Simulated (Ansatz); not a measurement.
Input of an Ansatz 0.2.0 run:

input.yaml

```yaml
crystal:
  lattice: { a: 2.9065, b: 2.9065, c: 2.8366, alpha: 90.0, beta: 90.0, gamma: 120.0 }
  space_group: 187
  reduce_to_primitive: true
  atoms:
    - { symbol: W, wyckoff: "1a", position: [0.0, 0.0, 0.0] }
    - { symbol: C, wyckoff: "1f", position: [0.6666666667, 0.3333333333, 0.5] }
hamiltonian:
  xc: lda
  pseudopotentials: { kind: paw_fr }
  hubbard:
    sites: [{ species: W, l: d, u_eff: 7.0 }]
    projectors: ortho-atomic
    double_counting: amf
magnetization:
  noncollinear: true
  spin_orbit: true
kpoints:
  mp_grid: { grid: [10, 10, 9] }
scf:
  occupations: { method: tetrahedron }
output:
  forces: true
  stress: true
  efg: {}
```

Potentials or basis: Ansatz PAW.

Launch:

```console
$ ansatz run input.yaml --threads 1 --pin off --max-ram 2560MiB --backend cpu --events-out ev --progress --plain --runs-dir out
```

(1) Predict the band gap on the k mesh.

(2) Estimate the pressure.

Results:

(1) none (metal or under the smearing width).

(2) -7.4 GPa.

Caveat: the pressure holds a Pulay correction of +0.3 GPa for the finite cutoff; U without spin polarisation on a metal has little footing; the PAW data sets come from PBE, with cores solved anew for the run's functional, which leaves a small shift of forces and pressure; the U is typed as a test and isn't derived for this compound; with tetrahedron occupations forces and stress needn't match the slope of the energy.
